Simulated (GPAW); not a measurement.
PbF2 (Fluorocronite) in GPAW: convergence with plane-wave cutoff (eV)

Input of the first run (plane-wave cutoff (eV) 320); the others differ in this setting and in those tied to it:

run.py

```python
import json
import numpy as np
import spglib
from ase import Atoms
from ase.calculators.mixing import SumCalculator
from ase.constraints import FixSymmetry
from ase.io import read, write
from ase.optimize import BFGS
from dftd3.ase import DFTD3
from phonopy import Phonopy
from phonopy.structure.atoms import PhonopyAtoms
from gpaw import GPAW, PW
from gpaw.berryphase import polarization_phase

atoms = read('PbF2.cif')
cell, positions, numbers = spglib.find_primitive(
    (atoms.cell[:], atoms.get_scaled_positions(), atoms.numbers), symprec=1e-4)
atoms = Atoms(numbers, cell=cell, scaled_positions=positions, pbc=True)

calc = GPAW(mode=PW(320),
            xc='RPBE',
            kpts={'size': (4, 4, 4), 'gamma': True},
            occupations={'name': 'fermi-dirac', 'width': 0.01},
            nbands=25,
            convergence={'density': 1e-06, 'eigenstates': 1e-09},
            maxiter=150,
            txt='gpaw.txt')
atoms.calc = SumCalculator([calc, DFTD3(damping='d3bj', params_tweaks=dict(method='rpbe', atm=True))])
atoms.set_constraint(FixSymmetry(atoms))
BFGS(atoms, trajectory='relax.traj', logfile='-').run(fmax=0.005, steps=40)
atoms.set_constraint()
energy = atoms.get_potential_energy()
forces = atoms.get_forces()
stress = atoms.get_stress()
calc.write('gs.gpw')
write('result.traj', atoms)
print('Cell:', atoms.cell.cellpar().round(4))
print(atoms.get_scaled_positions().round(5))

n = len(atoms)
unit = PhonopyAtoms(symbols=atoms.get_chemical_symbols(), cell=atoms.cell[:], scaled_positions=atoms.get_scaled_positions())
ph = Phonopy(unit, supercell_matrix=np.eye(3, dtype=int), primitive_matrix=np.eye(3), symprec=1e-4)
ph.generate_displacements(distance=0.01, is_plusminus=True)
forces, phases = [], []
for i, move in enumerate(ph.dataset['first_atoms']):
    b = atoms.copy()
    b.positions[move['number']] += move['displacement']
    c = GPAW(mode=PW(320),
             xc='RPBE',
             kpts={'size': (4, 4, 4), 'gamma': True},
             occupations={'name': 'fermi-dirac', 'width': 0.01},
             nbands=25,
             convergence={'density': 1e-06, 'eigenstates': 1e-09},
             maxiter=150,
             symmetry='off',
             txt=f'disp-{i:02d}.txt')
    b.calc = SumCalculator([c, DFTD3(damping='d3bj', params_tweaks=dict(method='rpbe', atm=True))])
    f = b.get_forces()
    forces.append(f - f.mean(axis=0))
    c.write('disp.gpw', 'all')
    phases.append(polarization_phase(gpw_wfs='disp.gpw')['phase_c'])
    print(move['number'], np.round(move['displacement'], 4), 'phases', phases[-1].round(5), flush=True)

# each pair of opposite moves, with its images under the space group
ops, cell, spos = ph.symmetry.symmetry_operations, atoms.cell[:].T, atoms.get_scaled_positions()
moves, dipoles = [[] for a in atoms], [[] for a in atoms]
for move, up, down in zip(ph.dataset['first_atoms'][::2], phases[::2], phases[1::2]):
    dphi = (up - down + np.pi) % (2 * np.pi) - np.pi
    dp = dphi @ atoms.cell[:] / (2 * np.pi)  # e A
    for w, t in zip(ops['rotations'], ops['translations']):
        x = w @ spos[move['number']] + t - spos
        b = np.linalg.norm(x - x.round(), axis=1).argmin()
        R = cell @ w @ np.linalg.inv(cell)
        moves[b].append(R @ move['displacement'] * 2)
        dipoles[b].append(R @ dp)
Z = np.array([np.linalg.lstsq(np.array(u), np.array(p), rcond=None)[0].T for u, p in zip(moves, dipoles)])  # Z[a, i, j] = dp_i / du_j
ph.forces = forces
ph.produce_force_constants()
ph.symmetrize_force_constants()
H = ph.force_constants.transpose(0, 2, 1, 3).reshape((3 * n, 3 * n))
rule = Z.sum(axis=0)
print('Sum of the charges:')
print(rule.round(4))
Z -= rule / n
for a in atoms:
    print(a.symbol)
    print(Z[a.index].round(3))
w = np.repeat(atoms.get_masses()**-0.5, 3)
omega2, modes = np.linalg.eigh(H * w * w[:, None])
nu = np.sign(omega2) * abs(omega2)**0.5 * 521.4709  # cm^-1
dipoles = np.einsum('aij,ajm->mi', Z, (modes * w[:, None]).reshape((n, 3, -1)))  # e / amu^0.5
optical = np.argsort(abs(omega2))[3:]
eps_ion = sum(np.outer(dipoles[m], dipoles[m]) / omega2[m] for m in optical) * 4 * np.pi * 14.399645 / atoms.get_volume()
for m in range(3 * n):
    print(f'{nu[m]:9.2f} cm^-1  IR {(dipoles[m]**2).sum():8.4f} e^2/amu')
print('Lattice part of the dielectric tensor:')
print(eps_ion.round(3))
json.dump({'Z': Z.tolist(), 'rule': rule.tolist(), 'nu': nu.tolist(), 'ir': (dipoles**2).sum(1).tolist(), 'eps_ion': eps_ion.tolist()},
          open('born.json', 'w'))
```

PbF2.cif

```cif
data_PbF2
_cell_length_a 5.92732000
_cell_length_b 5.92732000
_cell_length_c 5.92732000
_cell_angle_alpha 90.00000000
_cell_angle_beta 90.00000000
_cell_angle_gamma 90.00000000
_space_group_name_H-M_alt 'Fm-3m'
_space_group_name_Hall '-F 4 2 3'
_space_group_IT_number 225
loop_
_space_group_symop_operation_xyz
'x,y,z'
'-x,-y,-z'
'-y,x,z'
'y,-x,-z'
'-x,-y,z'
'x,y,-z'
'y,-x,z'
'-y,x,-z'
'x,-y,-z'
'-x,y,z'
'-y,-x,-z'
'y,x,z'
'-x,y,-z'
'x,-y,z'
'y,x,-z'
'-y,-x,z'
'z,x,y'
'-z,-x,-y'
'z,-y,x'
'-z,y,-x'
'z,-x,-y'
'-z,x,y'
'z,y,-x'
'-z,-y,x'
'-z,x,-y'
'z,-x,y'
'-z,-y,-x'
'z,y,x'
'-z,-x,y'
'z,x,-y'
'-z,y,x'
'z,-y,-x'
'y,z,x'
'-y,-z,-x'
'x,z,-y'
'-x,-z,y'
'-y,z,-x'
'y,-z,x'
'-x,z,y'
'x,-z,-y'
'-y,-z,x'
'y,z,-x'
'-x,-z,-y'
'x,z,y'
'y,-z,-x'
'-y,z,x'
'x,-z,y'
'-x,z,-y'
'x,y+1/2,z+1/2'
'-x,-y+1/2,-z+1/2'
'-y,x+1/2,z+1/2'
'y,-x+1/2,-z+1/2'
'-x,-y+1/2,z+1/2'
'x,y+1/2,-z+1/2'
'y,-x+1/2,z+1/2'
'-y,x+1/2,-z+1/2'
'x,-y+1/2,-z+1/2'
'-x,y+1/2,z+1/2'
'-y,-x+1/2,-z+1/2'
[... 41 lines left out ...]
'-x+1/2,-y,z+1/2'
'x+1/2,y,-z+1/2'
'y+1/2,-x,z+1/2'
'-y+1/2,x,-z+1/2'
'x+1/2,-y,-z+1/2'
'-x+1/2,y,z+1/2'
'-y+1/2,-x,-z+1/2'
'y+1/2,x,z+1/2'
'-x+1/2,y,-z+1/2'
'x+1/2,-y,z+1/2'
'y+1/2,x,-z+1/2'
'-y+1/2,-x,z+1/2'
'z+1/2,x,y+1/2'
'-z+1/2,-x,-y+1/2'
'z+1/2,-y,x+1/2'
'-z+1/2,y,-x+1/2'
'z+1/2,-x,-y+1/2'
'-z+1/2,x,y+1/2'
'z+1/2,y,-x+1/2'
'-z+1/2,-y,x+1/2'
'-z+1/2,x,-y+1/2'
'z+1/2,-x,y+1/2'
'-z+1/2,-y,-x+1/2'
'z+1/2,y,x+1/2'
'-z+1/2,-x,y+1/2'
'z+1/2,x,-y+1/2'
'-z+1/2,y,x+1/2'
'z+1/2,-y,-x+1/2'
'y+1/2,z,x+1/2'
'-y+1/2,-z,-x+1/2'
'x+1/2,z,-y+1/2'
'-x+1/2,-z,y+1/2'
'-y+1/2,z,-x+1/2'
'y+1/2,-z,x+1/2'
'-x+1/2,z,y+1/2'
'x+1/2,-z,-y+1/2'
'-y+1/2,-z,x+1/2'
'y+1/2,z,-x+1/2'
'-x+1/2,-z,-y+1/2'
'x+1/2,z,y+1/2'
'y+1/2,-z,-x+1/2'
'-y+1/2,z,x+1/2'
'x+1/2,-z,y+1/2'
'-x+1/2,z,-y+1/2'
'x+1/2,y+1/2,z'
'-x+1/2,-y+1/2,-z'
'-y+1/2,x+1/2,z'
'y+1/2,-x+1/2,-z'
'-x+1/2,-y+1/2,z'
'x+1/2,y+1/2,-z'
'y+1/2,-x+1/2,z'
'-y+1/2,x+1/2,-z'
'x+1/2,-y+1/2,-z'
'-x+1/2,y+1/2,z'
'-y+1/2,-x+1/2,-z'
'y+1/2,x+1/2,z'
'-x+1/2,y+1/2,-z'
'x+1/2,-y+1/2,z'
'y+1/2,x+1/2,-z'
'-y+1/2,-x+1/2,z'
'z+1/2,x+1/2,y'
'-z+1/2,-x+1/2,-y'
'z+1/2,-y+1/2,x'
'-z+1/2,y+1/2,-x'
'z+1/2,-x+1/2,-y'
'-z+1/2,x+1/2,y'
'z+1/2,y+1/2,-x'
'-z+1/2,-y+1/2,x'
'-z+1/2,x+1/2,-y'
'z+1/2,-x+1/2,y'
'-z+1/2,-y+1/2,-x'
'z+1/2,y+1/2,x'
'-z+1/2,-x+1/2,y'
'z+1/2,x+1/2,-y'
'-z+1/2,y+1/2,x'
'z+1/2,-y+1/2,-x'
'y+1/2,z+1/2,x'
'-y+1/2,-z+1/2,-x'
'x+1/2,z+1/2,-y'
'-x+1/2,-z+1/2,y'
'-y+1/2,z+1/2,-x'
'y+1/2,-z+1/2,x'
'-x+1/2,z+1/2,y'
'x+1/2,-z+1/2,-y'
'-y+1/2,-z+1/2,x'
'y+1/2,z+1/2,-x'
'-x+1/2,-z+1/2,-y'
'x+1/2,z+1/2,y'
'y+1/2,-z+1/2,-x'
'-y+1/2,z+1/2,x'
'x+1/2,-z+1/2,y'
'-x+1/2,z+1/2,-y'
loop_
_atom_site_label
_atom_site_type_symbol
_atom_site_symmetry_multiplicity
_atom_site_Wyckoff_symbol
_atom_site_fract_x
_atom_site_fract_y
_atom_site_fract_z
_atom_site_occupancy
Pb1 Pb 4 a 0.0000000000 0.0000000000 0.0000000000 1
F1 F 8 c 0.2500000000 0.2500000000 0.7500000000 1
```

Potentials or basis: the program's PAW data sets (release 1.2.1) made for this functional, pw.

The run is started by

```sh
$ OMP_NUM_THREADS=1 python run.py
```

Hardware: 1 thread of Arm Neoverse V1, with other jobs on the host.

**Question.** The values tried are 320, 400, 500, 600, 700, 800, 960, loosest first. From which on does the gap on the mesh stay within 0.01 eV of the tightest run that finished?

**Answer.** From 500 on.

| plane-wave cutoff (eV) | energy less the tightest run, at zero smearing (meV/atom) | pressure (GPa) | gap on the mesh (eV) | highest phonon frequency (cm⁻¹) | SCF cycles | CPU time (s) | peak memory (GiB) |
| --- | --- | --- | --- | --- | --- | --- | --- |
| 320 | 3561.89 | -127.66 | 4.384 | 272 | 11 | 140 | 0.32 |
| 400 | 782.73 | -41.45 | 4.462 | 258 | 11 | 130 | 0.36 |
| 500 | 118.44 | -8.21 | 4.471 | 260 | 11 | 260 | 0.51 |
| 600 | 63.07 | -3.03 | 4.473 | 257 | 11 | 290 | 0.56 |
| 700 | 55.67 | -3.50 | 4.472 | 260 | 11 | 400 | 0.71 |
| 800 | 34.79 | -4.05 | 4.473 | 259 | 11 | 450 | 0.79 |
| 960 | 0.00 | -3.86 | 4.475 | 260 | 11 | 560 | 0.95 |

Against the tightest run, the highest phonon frequency stays within 2 cm⁻¹ from 700 on. Not settled before the last step: the energy (to 1 meV/atom), the pressure (to 0.1 GPa). The tightest run that finished is the yardstick and may itself not be fully converged.

Caveat, for the tightest run too: the k mesh is coarse (spacing up to 0.46 Å⁻¹), so the values aren't converged; the cell is more than 3 GPa from zero pressure, which shifts response properties; the LO-TO splitting is left out; spin-orbit coupling is left out, which as a rule narrows the gap of such compounds by several tenths of an eV.
